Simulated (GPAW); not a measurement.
Input of a GPAW 26.7.0 run:

Contents of run.py:

```python
from ase.dft.bandgap import bandgap
from ase.io import read, write
from ase.units import GPa
from gpaw import GPAW, PW

atoms = read('POSCAR')

calc = GPAW(mode=PW(600),
            xc='PBE',
            kpts={'size': (7, 7, 7), 'gamma': True},
            occupations={'name': 'fermi-dirac', 'width': 0.05},
            nbands=11,
            maxiter=120,
            txt='gpaw.txt')
atoms.calc = calc
energy = atoms.get_potential_energy()
forces = atoms.get_forces()
stress = atoms.get_stress()
calc.write('gs.gpw')
write('result.traj', atoms)
print(f'Energy: {energy:.6f} eV')
print('Forces (eV/A):')
print(forces.round(4))
print('Stress (GPa):', (stress / GPa).round(3))
print('Fermi level:', round(calc.get_fermi_level(), 4), 'eV')
print(f'Gap: {bandgap(calc)[0]:.4f} eV, direct: {bandgap(calc, direct=True)[0]:.4f} eV')
```

The input POSCAR:

```
BeTe
1.0
    0.0000000000      2.7700000000      2.7700000000
    2.7700000000      0.0000000000      2.7700000000
    2.7700000000      2.7700000000      0.0000000000
Te Be
1 1
Direct
    0.7500000000      0.7500000000      0.7500000000
    0.0000000000      0.0000000000      0.0000000000
```

Potentials or basis: GPAW PAW data sets (gpaw-data 1.2.1), pw.

Launch:

```console
$ OMP_NUM_THREADS=1 python run.py
```

Problem. Estimate the band gap on the k mesh.

Solution. 1.92 eV, indirect (least direct gap 3.58 eV).

Problem. Estimate the pressure.

Solution. 4.4 GPa.

Caveat: the cutoff is short for stress and forces, so pressures can be off by a GPa or more; spin-orbit coupling is left out, which moves the levels of the heavy elements; an odd mesh through Γ misses points on the zone boundary, where band edges often lie.
